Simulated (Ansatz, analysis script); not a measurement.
# Ti3Al: energy less the state without spin against total moment, fitted and tested on a withheld row

System: Ti3Al, 3 Ti and 1 Al in the cell, space group Fm-3m. Cell as run: a = 4.570, b = 4.570, c = 4.570 Å, angles 60.0, 60.0, 60.0°, 4 atoms. From the study “Ti3Al: energy against the total moment”.

Method: Free energy against the fixed total moment and moment against field, from collinear runs; PBE, PAW default (analysis script 1). Settings shared by all rows: cutoff 420 eV, 6×6×6 k-mesh, Fermi-Dirac occupations, smearing width 0.1 eV. Among the fixed moments, E(M) falls 45.0 meV below the state without spin and is lowest near 2 μB on this grid. The mesh is coarse for a state with partly filled levels, so small values and close rankings are not settled.

Results; the value marked ? is withheld:

| total moment (μB/cell) | energy less the state without spin (meV/cell) |
| --- | --- |
| 0 | 0.0 |
| 0.5 | -8.2 |
| 1 | -26.1 |
| 1.5 | -41.4 |
| 2 | -45.0 |
| 2.5 | -28.7 |
| 3 | 20.6 |
| 3.5 | 105.3 |
| 4 | ? |
| 4.5 | 357.7 |

Q: Choose a law, fit it, and give the withheld energy less the state without spin (total moment = 4 μB/cell).

**Law.** Time reversal makes the energy even in the moment, so it is expanded as a Landau series from the state without spin. In symbols, E = c2 M² + c4 M⁴ + c6 M⁶, with energy less the state without spin in meV/cell.

**Fit.** Least squares on 8 rows gives c2 = -25.444, c4 = 3.8088 and c6 = -0.082994.

| total moment (μB/cell) | computed | fit | computed − fit |
| --- | --- | --- | --- |
| 0.5 | -8.2 | -6.12 | -2.08 |
| 1 | -26.1 | -21.72 | -4.38 |
| 1.5 | -41.4 | -38.91 | -2.49 |
| 2 | -45.0 | -46.15 | 1.15 |
| 2.5 | -28.7 | -30.51 | 1.81 |
| 3 | 20.6 | 19.01 | 1.59 |
| 3.5 | 105.3 | 107.30 | -2.00 |
| 4.5 | 357.7 | 357.44 | 0.26 |

The quadratic term is negative, so within this fit the state without spin is unstable against a small uniform moment.

**Prediction.** At total moment = 4 μB/cell the law predicts 228.01 meV/cell. The computed value is 216.6 meV/cell, 11.41 below the prediction. The row lies between fitted rows, so this is an interpolation. The miss is 5 times the rms residual of the fit, 2.26.

So the prediction fails: the law follows the fitted rows but not this one.

[Hosts, paths, dates, database ids (printed as entryN), source tags and the programs' standing remarks are cut or masked in the printed files.]
